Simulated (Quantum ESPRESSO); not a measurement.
# GaS (P6_3/mmc) in Quantum ESPRESSO: equation of state

Aim: energy against volume of GaS in PBE, for its equilibrium volume and stiffness.

Program: Quantum ESPRESSO 7.5. These are calculated values, not measurements. Logs are shortened: lines on timing, memory, paths and dates and some standing lists are left out, and cuts for length are marked.

### 1 The structure

The structure is hexagonal, space group P6_3/mmc (No. 194). The conventional cell has a = 3.585 Å, b = 3.585 Å, c = 15.500 Å, α = 90.00°, β = 90.00°, γ = 120.00°. Ga (site symmetry 3m) is surrounded by 3 S at 2.34 Å and 1 Ga at 2.48 Å. Around S (site symmetry 3m) lie 3 Ga at 2.34 Å.

### 2 Single point, PBE, 20.27 Å³/atom

Input file pw.in:

```
&CONTROL
  calculation = 'scf'
  prefix = 'pwscf'
  outdir = './tmp'
  pseudo_dir = './pseudo'
  tprnfor = .true.
  tstress = .true.
  disk_io = 'nowf'
/
&SYSTEM
  ibrav = 0
  nat = 8
  ntyp = 2
  ecutwfc = 70
  ecutrho = 560
  nbnd = 50
  occupations = 'smearing'
  smearing = 'fd'
  degauss = 0.00367493
/
&ELECTRONS
  conv_thr = 1.6d-09
  electron_maxstep = 120
  mixing_beta = 0.5
/
ATOMIC_SPECIES
Ga    69.7230 Ga.pbe-dn-kjpaw_psl.1.0.0.UPF
S     32.0600 s_pbe_v1.4.uspp.F.UPF
CELL_PARAMETERS angstrom
   3.5118161997    0.0000000000    0.0000000000
  -1.7559080999    3.0413220424    0.0000000000
   0.0000000000    0.0000000000   15.1835846851
ATOMIC_POSITIONS crystal
Ga     0.6666666667    0.3333333333    0.8300000000
Ga     0.3333333333    0.6666666667    0.3300000000
Ga     0.6666666667    0.3333333333    0.6700000000
Ga     0.3333333333    0.6666666667    0.1700000000
S      0.6666666667    0.3333333333    0.4000000000
S      0.3333333333    0.6666666667    0.9000000000
S      0.6666666667    0.3333333333    0.1000000000
S      0.3333333333    0.6666666667    0.6000000000
K_POINTS automatic
9 9 2 0 0 0
```

Potentials or basis: SSSP 1.3 efficiency PBE.

On the command line:

```
$ OMP_NUM_THREADS=1 mpirun -n 2 pw.x -nk 2 -in pw.in > pw.out
```

pw.out:

```text
This program is part of the open-source Quantum ESPRESSO suite
     for quantum simulation of materials; please cite
         "P. Giannozzi et al., J. Phys.:Condens. Matter 21 395502 (2009);
         "P. Giannozzi et al., J. Phys.:Condens. Matter 29 465901 (2017);
         "P. Giannozzi et al., J. Chem. Phys. 152 154105 (2020);
     in publications or presentations arising from this work. More details at

     file Ga.pbe-dn-kjpaw_psl.1.0.0.UPF: wavefunction(s)  4S renormalized
     Message from routine setup:
     using ibrav=0 with symmetry is DISCOURAGED, use correct ibrav instead

     K-points division:     npool     =       2
     Subspace diagonalization in iterative solution of the eigenvalue problem:
     a serial algorithm will be used

     G-vector sticks info
     --------------------
     sticks:   dense  smooth     PW     G-vecs:    dense   smooth      PW
     Sum        1687     847    253               244591    86703   13535

     Using Slab Decomposition

     bravais-lattice index     =            0
     lattice parameter (alat)  =       6.6364  a.u.
     unit-cell volume          =    1094.3723 (a.u.)^3
     number of atoms/cell      =            8
     number of atomic types    =            2
     number of electrons       =        76.00
     number of Kohn-Sham states=           50
     kinetic-energy cutoff     =      70.0000  Ry
     charge density cutoff     =     560.0000  Ry
     scf convergence threshold =      1.6E-09
     mixing beta               =       0.5000
     number of iterations used =            8  plain     mixing
     Exchange-correlation=  SLA  PW   PBX  PBC
                           (   1   4   3   4   0   0   0)

     celldm(1)=   6.636371  celldm(2)=   0.000000  celldm(3)=   0.000000
     celldm(4)=   0.000000  celldm(5)=   0.000000  celldm(6)=   0.000000

     crystal axes: (cart. coord. in units of alat)
               a(1) = (   1.000000   0.000000   0.000000 )
               a(2) = (  -0.500000   0.866025   0.000000 )
               a(3) = (   0.000000   0.000000   4.323570 )

     reciprocal axes: (cart. coord. in units 2 pi/alat)
               b(1) = (  1.000000  0.577350 -0.000000 )
               b(2) = (  0.000000  1.154701  0.000000 )
               b(3) = (  0.000000 -0.000000  0.231290 )

     PseudoPot. # 1 for Ga read from file:
     Ga.pbe-dn-kjpaw_psl.1.0.0.UPF
     Pseudo is Projector augmented-wave + core cor, Zval = 13.0
     Generated using "atomic" code by A. Dal Corso  v.5.1
     Shape of augmentation charge: PSQ
     Using radial grid of 1205 points,  6 beta functions with:
                l(1) =   0
                l(2) =   0
                l(3) =   1
                l(4) =   1
                l(5) =   2
                l(6) =   2
     Q(r) pseudized with 0 coefficients

     PseudoPot. # 2 for S  read from file:
     s_pbe_v1.4.uspp.F.UPF
     Pseudo is Ultrasoft + core correction, Zval =  6.0
     Generated by new atomic code, or converted to UPF format
     Using radial grid of  907 points,  6 beta functions with:
                l(1) =   0
                l(2) =   0
                l(3) =   1
                l(4) =   1
                l(5) =   2
                l(6) =   2
     Q(r) pseudized with  8 coefficients,  rinner =    1.300   1.300   1.300
                                                       1.300   1.300

     atomic species   valence    mass     pseudopotential
     Ga               13.00    69.72300     Ga( 1.00)
     S                 6.00    32.06000     S ( 1.00)

     24 Sym. Ops., with inversion, found (12 have fractional translation)

   Cartesian axes

     site n.     atom                  positions (alat units)
         1        Ga     tau(   1) = (   0.5000000   0.2886751   3.5885635  )
         2        Ga     tau(   2) = (  -0.0000000   0.5773503   1.4267782  )
         3        Ga     tau(   3) = (   0.5000000   0.2886751   2.8967922  )
         4        Ga     tau(   4) = (  -0.0000000   0.5773503   0.7350070  )
         5        S      tau(   5) = (   0.5000000   0.2886751   1.7294282  )
         6        S      tau(   6) = (  -0.0000000   0.5773503   3.8912134  )
         7        S      tau(   7) = (   0.5000000   0.2886751   0.4323570  )
         8        S      tau(   8) = (  -0.0000000   0.5773503   2.5941423  )

     number of k points=    24  Fermi-Dirac smearing, width (Ry)=  0.0037
                       cart. coord. in units 2pi/alat
        k(    1) = (   0.0000000   0.0000000   0.0000000), wk =   0.0123457
        k(    2) = (   0.0000000   0.0000000  -0.1156452), wk =   0.0123457
        k(    3) = (   0.0000000   0.1283001   0.0000000), wk =   0.0740741
        k(    4) = (   0.0000000   0.1283001  -0.1156452), wk =   0.0740741
        k(    5) = (   0.0000000   0.2566001   0.0000000), wk =   0.0740741
        k(    6) = (   0.0000000   0.2566001  -0.1156452), wk =   0.0740741
[... 16 lines left out ...]
        k(   23) = (   0.3333333   0.5773503   0.0000000), wk =   0.0246914
        k(   24) = (   0.3333333   0.5773503  -0.1156452), wk =   0.0246914

     Dense  grid:   244591 G-vectors     FFT dimensions: (  50,  50, 240)

     Smooth grid:    86703 G-vectors     FFT dimensions: (  36,  36, 160)

     Initial potential from superposition of free atoms

     starting charge      75.9880, renormalised to      76.0000
     Starting wfcs are   52 randomized atomic wfcs
     Checking if some PAW data can be deallocated...

     Self-consistent Calculation

     iteration #  1     ecut=    70.00 Ry     beta= 0.50
     Davidson diagonalization with overlap
     ethr =  1.00E-02,  avg # of iterations =  4.8

     Threshold (ethr) on eigenvalues was too large:
     Diagonalizing with lowered threshold

     Davidson diagonalization with overlap
     ethr =  3.50E-04,  avg # of iterations =  7.7

     total energy              =   -1208.35830180 Ry
     estimated scf accuracy    <       0.27177993 Ry

     iteration #  2     ecut=    70.00 Ry     beta= 0.50
     Davidson diagonalization with overlap
     ethr =  3.58E-04,  avg # of iterations =  2.7

     total energy              =   -1208.40112329 Ry
     estimated scf accuracy    <       0.08916770 Ry

     iteration #  3     ecut=    70.00 Ry     beta= 0.50
     Davidson diagonalization with overlap
     ethr =  1.17E-04,  avg # of iterations =  6.8

     total energy              =   -1208.44122658 Ry
     estimated scf accuracy    <       0.03329701 Ry
[... 5 lines left out ...]
     total energy              =   -1208.45105188 Ry
     estimated scf accuracy    <       0.00770686 Ry

     iteration #  5     ecut=    70.00 Ry     beta= 0.50
     Davidson diagonalization with overlap
     ethr =  1.01E-05,  avg # of iterations =  6.5

     total energy              =   -1208.45294490 Ry
     estimated scf accuracy    <       0.00031061 Ry

     iteration #  6     ecut=    70.00 Ry     beta= 0.50
     Davidson diagonalization with overlap
     c_bands:  2 eigenvalues not converged
     c_bands:  1 eigenvalues not converged
     c_bands:  1 eigenvalues not converged
     c_bands:  1 eigenvalues not converged
     ethr =  4.09E-07,  avg # of iterations = 12.6

     total energy              =   -1208.45351930 Ry
     estimated scf accuracy    <       0.00009354 Ry

     iteration #  7     ecut=    70.00 Ry     beta= 0.50
     Davidson diagonalization with overlap
     c_bands:  1 eigenvalues not converged
     ethr =  1.23E-07,  avg # of iterations =  7.0

     total energy              =   -1208.45353734 Ry
     estimated scf accuracy    <       0.00000192 Ry

     iteration #  8     ecut=    70.00 Ry     beta= 0.50
     Davidson diagonalization with overlap
     ethr =  2.53E-09,  avg # of iterations = 16.0

     total energy              =   -1208.45355207 Ry
     estimated scf accuracy    <       0.00000116 Ry

     iteration #  9     ecut=    70.00 Ry     beta= 0.50
     Davidson diagonalization with overlap
     ethr =  1.52E-09,  avg # of iterations =  1.0

     total energy              =   -1208.45355197 Ry
     estimated scf accuracy    <       0.00000062 Ry
[... 26 lines left out ...]
     total energy              =   -1208.45355219 Ry
     estimated scf accuracy    <       0.00000001 Ry

     iteration # 14     ecut=    70.00 Ry     beta= 0.50
     Davidson diagonalization with overlap
     ethr =  1.51E-11,  avg # of iterations =  1.9

     total energy              =   -1208.45355219 Ry
     estimated scf accuracy    <          4.4E-09 Ry

     iteration # 15     ecut=    70.00 Ry     beta= 0.50
     Davidson diagonalization with overlap
     ethr =  5.75E-12,  avg # of iterations =  2.5

     End of self-consistent calculation

          k = 0.0000 0.0000 0.0000 ( 10835 PWs)   bands (ev):

    -7.9719  -7.9511  -7.7912  -7.7835  -7.7835  -7.7833  -7.7833  -7.7290
    -7.7257  -7.7257  -7.7256  -7.7256  -7.6793  -7.6793  -7.6793  -7.6793
    -7.5186  -7.5186  -7.5184  -7.5184  -7.4607  -7.2579  -7.0348  -6.8384
    -0.1062   0.4454   2.2420   3.6166   5.4567   5.4567   5.5561   5.5561
     5.5769   5.5769   5.5933   5.6803   5.6803   7.1782   9.1802   9.8013
    10.1637  10.4299  11.8384  11.8384  11.9746  11.9746  12.9416  12.9416
    13.1624  13.1624

          k = 0.0000 0.0000-0.1156 ( 10828 PWs)   bands (ev):

    -7.9623  -7.9623  -7.7834  -7.7834  -7.7834  -7.7834  -7.7629  -7.7629
    -7.7256  -7.7256  -7.7256  -7.7256  -7.6793  -7.6793  -7.6793  -7.6793
    -7.5185  -7.5185  -7.5185  -7.5185  -7.3753  -7.3753  -6.9172  -6.9172
     0.1258   0.1258   2.8795   2.8795   5.4881   5.4881   5.4881   5.4881
     5.6470   5.6470   5.6470   5.6470   6.4122   6.4122   9.5828   9.5828
    10.2746  10.2746  11.9005  11.9005  11.9005  11.9005  13.0574  13.0574
    13.0574  13.0574
[... 203 lines left out ...]
    -8.1414  -8.1414  -8.0788  -8.0788  -7.8161  -7.8161  -7.7845  -7.7838
    -7.6880  -7.6880  -7.6594  -7.6593  -7.6552  -7.6551  -7.5661  -7.5651
    -7.5501  -7.5501  -7.3829  -7.3829  -5.1148  -5.1148  -4.9951  -4.9951
    -0.4455  -0.4455   0.3528   0.3528   1.7790   1.9880   2.1645   2.4252
     3.9044   3.9044   4.6233   4.6233   5.1006   5.1006   8.7837   9.3898
    10.6115  10.6115  11.4705  11.4992  11.4992  12.9245  14.0849  14.0849
    14.7590  14.7590

          k = 0.3333 0.5774-0.1156 ( 10836 PWs)   bands (ev):

    -8.1414  -8.1414  -8.0788  -8.0788  -7.8160  -7.8160  -7.7841  -7.7841
    -7.6880  -7.6880  -7.6594  -7.6594  -7.6551  -7.6551  -7.5656  -7.5656
    -7.5501  -7.5501  -7.3829  -7.3829  -5.1148  -5.1148  -4.9951  -4.9951
    -0.4449  -0.4449   0.3513   0.3513   1.8534   1.8534   2.3247   2.3247
     3.9881   3.9881   4.4274   4.4274   5.2266   5.2266   9.0418   9.0418
    10.4448  10.4448  11.7294  11.7294  12.1523  12.1523  14.0786  14.0786
    15.1445  15.1471

     the Fermi energy is     7.9065 ev

!    total energy              =   -1208.45355219 Ry
     estimated scf accuracy    <          1.3E-10 Ry
     smearing contrib. (-TS)   =      -0.00000000 Ry
     internal energy E=F+TS    =   -1208.45355219 Ry

     The total energy is F=E-TS. E is the sum of the following terms:
     one-electron contribution =    -525.99119786 Ry
     hartree contribution      =     328.73072414 Ry
     xc contribution           =    -186.97659218 Ry
     ewald contribution        =    -378.58587014 Ry
     one-center paw contrib.   =    -445.63061615 Ry

     convergence has been achieved in  15 iterations

     Forces acting on atoms (cartesian axes, Ry/au):

     atom    1 type  1   force =     0.00000000    0.00000000   -0.01881963
     atom    2 type  1   force =     0.00000000    0.00000000   -0.01881963
     atom    3 type  1   force =    -0.00000000   -0.00000000    0.01881963
     atom    4 type  1   force =     0.00000000    0.00000000    0.01881963
     atom    5 type  2   force =    -0.00000000    0.00000000    0.02266386
     atom    6 type  2   force =     0.00000000    0.00000000    0.02266386
     atom    7 type  2   force =    -0.00000000    0.00000000   -0.02266386
     atom    8 type  2   force =     0.00000000   -0.00000000   -0.02266386

     Total force =     0.058918     Total SCF correction =     0.000007

     Computing stress (Cartesian axis) and pressure

          total   stress  (Ry/bohr**3)                   (kbar)     P=       71.99
   0.00053134   0.00000000   0.00000000           78.16        0.00        0.00
   0.00000000   0.00053134   0.00000000            0.00       78.16        0.00
  -0.00000000  -0.00000000   0.00040546           -0.00       -0.00       59.64

=------------------------------------------------------------------------------=
   JOB DONE.
=------------------------------------------------------------------------------=
```

Wall time 7 min (2 MPI ranks of Arm Neoverse V1, shared host); peak memory 1.3 GiB.

What came out:

```yaml
Free_energy: -16441.8482 eV
Pressure: 7.2 GPa
Largest_force: 0.583 eV/Å
Band_gap_on_the_k_mesh: 1.51 eV, indirect (least direct gap 2.00 eV)
```

Caveat: an odd mesh through Γ misses points on the zone boundary, where band edges often lie; this functional lacks dispersion, which binds the layers, so the pressure and a relaxed spacing across them are unreliable.

### 3 Single point, PBE, 20.70 Å³/atom

Changes to pw.in since step 2:

```diff
@@ -29,5 +29,5 @@
 CELL_PARAMETERS angstrom
-   3.5118161997    0.0000000000    0.0000000000
-  -1.7559080999    3.0413220424    0.0000000000
-   0.0000000000    0.0000000000   15.1835846851
+   3.5365481146    0.0000000000    0.0000000000
+  -1.7682740573    3.0627405090    0.0000000000
+   0.0000000000    0.0000000000   15.2905148608
 ATOMIC_POSITIONS crystal
```

Potentials or basis: SSSP 1.3 efficiency PBE.

On the command line:

```
$ OMP_NUM_THREADS=1 mpirun -n 2 pw.x -nk 2 -in pw.in > pw.out
```

It took 5.8 min on 2 MPI ranks of Arm Neoverse V1, shared host; peak memory 1.3 GiB.

The run converged. Its results:

* Free energy: -16441.9857 eV
* Pressure: 5.3 GPa
* Largest force: 0.402 eV/Å
* Band gap on the k mesh: 1.54 eV, indirect (least direct gap 1.88 eV)

Caveat: an odd mesh through Γ misses points on the zone boundary, where band edges often lie; this functional lacks dispersion, which binds the layers, so the pressure and a relaxed spacing across them are unreliable.

### 4 Single point, PBE, 21.13 Å³/atom

Changes to pw.in since step 3:

```diff
@@ -29,5 +29,5 @@
 CELL_PARAMETERS angstrom
-   3.5365481146    0.0000000000    0.0000000000
-  -1.7682740573    3.0627405090    0.0000000000
-   0.0000000000    0.0000000000   15.2905148608
+   3.5609388723    0.0000000000    0.0000000000
+  -1.7804694362    3.0838635248    0.0000000000
+   0.0000000000    0.0000000000   15.3959700199
 ATOMIC_POSITIONS crystal
```

On the command line:

```
$ OMP_NUM_THREADS=1 mpirun -n 2 pw.x -nk 2 -in pw.in > pw.out
```

It took 5.5 min on 2 MPI ranks of Arm Neoverse V1, shared host; peak memory 1.3 GiB.

It converged, with:

| Quantity | Value |
| --- | --- |
| Free energy | -16442.0842 eV |
| Pressure | 3.6 GPa |
| Largest force | 0.325 eV/Å |
| Band gap on the k mesh | 1.57 eV, indirect (least direct gap 1.76 eV) |

Caveat: an odd mesh through Γ misses points on the zone boundary, where band edges often lie; this functional lacks dispersion, which binds the layers, so the pressure and a relaxed spacing across them are unreliable.

### 5 Single point, PBE, 21.57 Å³/atom

Changes to pw.in since step 4:

```diff
@@ -29,5 +29,5 @@
 CELL_PARAMETERS angstrom
-   3.5609388723    0.0000000000    0.0000000000
-  -1.7804694362    3.0838635248    0.0000000000
-   0.0000000000    0.0000000000   15.3959700199
+   3.5850000000    0.0000000000    0.0000000000
+  -1.7925000000    3.1047010726    0.0000000000
+   0.0000000000    0.0000000000   15.5000000000
 ATOMIC_POSITIONS crystal
```

On the command line:

```
$ OMP_NUM_THREADS=1 mpirun -n 2 pw.x -nk 2 -in pw.in > pw.out
```

Run time: 7 min. Hardware: 2 MPI ranks of Arm Neoverse V1, shared host; peak memory 1.4 GiB.

It converged, with:

```
Free energy            : -16442.1477 eV
Pressure               : 2.1 GPa
Largest force          : 0.253 eV/Å
Band gap on the k mesh : 1.59 eV, indirect (least direct gap 1.64 eV)
```

Caveat: an odd mesh through Γ misses points on the zone boundary, where band edges often lie; this functional lacks dispersion, which binds the layers, so the pressure and a relaxed spacing across them are unreliable.

### 6 Single point, PBE, 22.00 Å³/atom

Changes to pw.in since step 5:

```diff
@@ -29,5 +29,5 @@
 CELL_PARAMETERS angstrom
-   3.5850000000    0.0000000000    0.0000000000
-  -1.7925000000    3.1047010726    0.0000000000
-   0.0000000000    0.0000000000   15.5000000000
+   3.6087424138    0.0000000000    0.0000000000
+  -1.8043712069    3.1252626061    0.0000000000
+   0.0000000000    0.0000000000   15.6026519982
 ATOMIC_POSITIONS crystal
```

Potentials or basis: SSSP 1.3 efficiency PBE.

On the command line:

```
$ OMP_NUM_THREADS=1 mpirun -n 2 pw.x -nk 2 -in pw.in > pw.out
```

Run time: 6.5 min. Hardware: 2 MPI ranks of Arm Neoverse V1, shared host; peak memory 1.4 GiB.

It converged, with:

```
Free energy            : -16442.1797 eV
Pressure               : 0.7 GPa
Largest force          : 0.185 eV/Å
Band gap on the k mesh : 1.54 eV, direct
```

Caveat: an odd mesh through Γ misses points on the zone boundary, where band edges often lie; this functional lacks dispersion, which binds the layers, so the pressure and a relaxed spacing across them are unreliable.

### 7 Single point, PBE, 22.43 Å³/atom

Changes to pw.in since step 6:

```diff
@@ -29,5 +29,5 @@
 CELL_PARAMETERS angstrom
-   3.6087424138    0.0000000000    0.0000000000
-  -1.8043712069    3.1252626061    0.0000000000
-   0.0000000000    0.0000000000   15.6026519982
+   3.6321764627    0.0000000000    0.0000000000
+  -1.8160882313    3.1455570878    0.0000000000
+   0.0000000000    0.0000000000   15.7039707592
 ATOMIC_POSITIONS crystal
```

On the command line:

```
$ OMP_NUM_THREADS=1 mpirun -n 2 pw.x -nk 2 -in pw.in > pw.out
```

It took 6.8 min on 2 MPI ranks of Arm Neoverse V1, shared host; peak memory 1.4 GiB.

It converged, with:

```yaml
Free_energy: -16442.1833 eV
Pressure: -0.6 GPa
Largest_force: 0.252 eV/Å
Band_gap_on_the_k_mesh: 1.43 eV, direct
```

Caveat: an odd mesh through Γ misses points on the zone boundary, where band edges often lie; this functional lacks dispersion, which binds the layers, so the pressure and a relaxed spacing across them are unreliable.

### 8 Single point, PBE, 22.86 Å³/atom

Changes to pw.in since step 7:

```diff
@@ -29,5 +29,5 @@
 CELL_PARAMETERS angstrom
-   3.6321764627    0.0000000000    0.0000000000
-  -1.8160882313    3.1455570878    0.0000000000
-   0.0000000000    0.0000000000   15.7039707592
+   3.6553119684    0.0000000000    0.0000000000
+  -1.8276559842    3.1655930234    0.0000000000
+   0.0000000000    0.0000000000   15.8039987475
 ATOMIC_POSITIONS crystal
```

On the command line:

```
$ OMP_NUM_THREADS=1 mpirun -n 2 pw.x -nk 2 -in pw.in > pw.out
```

Wall time 7.3 min (2 MPI ranks of Arm Neoverse V1, shared host); peak memory 1.4 GiB.

Results (log left out):

```yaml
Free_energy: -16442.1616 eV
Pressure: -1.7 GPa
Largest_force: 0.385 eV/Å
Band_gap_on_the_k_mesh: 1.34 eV, direct
```

Caveat: an odd mesh through Γ misses points on the zone boundary, where band edges often lie; this functional lacks dispersion, which binds the layers, so the pressure and a relaxed spacing across them are unreliable.

### 9 Equation of state, PBE

Potentials or basis: SSSP 1.3 efficiency PBE.

No new run: the results of the series are fitted here.

Results:

```
Equilibrium volume                        : 22.27 Å³/atom
Bulk modulus at fixed shape and positions : 63 GPa
Pressure derivative of the bulk modulus   : 4.5
```

Energy against volume, from the lowest point:
```tsv
volume (Å³/atom)	energy (meV/atom)
20.271	41.89
20.702	24.70
21.134	12.39
21.565	4.46
21.996	0.46
22.428	0.00
22.859	2.71
```

Caveat: the cell was scaled at fixed shape and fractional positions, which overstates the stiffness of a crystal with free parameters, most of all of layers and chains; this functional lacks dispersion, which binds the layers, so the pressure and a relaxed spacing across them are unreliable.
